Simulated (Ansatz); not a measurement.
How far is PAW off for Ba?

```xyz
1
Lattice="-2.5000 2.5000 2.5000 2.5000 -2.5000 2.5000 2.5000 2.5000 -2.5000" Properties=species:S:1:pos:R:3 pbc="T T T"
Ba    0.0000    0.0000    0.0000
```

Conventional cell: a = 5.000 Å, b = 5.000 Å, c = 5.000 Å, α = 90.00°, β = 90.00°, γ = 90.00°. Ba (atom 1) has 8 Ba at 4.33 Å as nearest neighbours.

Structure: COD 9008528, as refined from experiment and not relaxed.

Spin–orbit coupling is left out, though it moves levels of the heavy atoms by tenths of an eV or more.

Methods: DFT, PBE, PAW with Ansatz's default frozen-core files, scalar-relativistic (Ansatz 0.2.0); DFT, PBE, all-electron LAPW, scalar-relativistic (Ansatz 0.2.0).

For PAW: a Γ-centred 10×10×10 k mesh, Fermi–Dirac smearing of 0.05 eV, cutoff 420 eV, no spin polarisation. LAPW targets a basis error of 0.5 meV/atom. The Ansatz runs share mesh, smearing and spin set-up. Plane-wave (PAW) pressures include the program's estimate of the Pulay term.

Stress and pressure are positive in compression.

Levels count from the Fermi level.

PAW results:

```tsv
quantity	PAW
pressure (GPa)	0.11
highest filled level at H (eV)	-0.536
lowest empty level at H (eV)	4.069
highest filled level at N (eV)	-0.875
lowest empty level at N (eV)	0.711
```

Question: What does full-potential LAPW give for the same quantities?

Answer: 
| quantity | LAPW |
| --- | --- |
| pressure (GPa) | 0.11 |
| highest filled level at H (eV) | -0.536 |
| lowest empty level at H (eV) | 4.069 |
| highest filled level at N (eV) | -0.875 |
| lowest empty level at N (eV) | 0.711 |
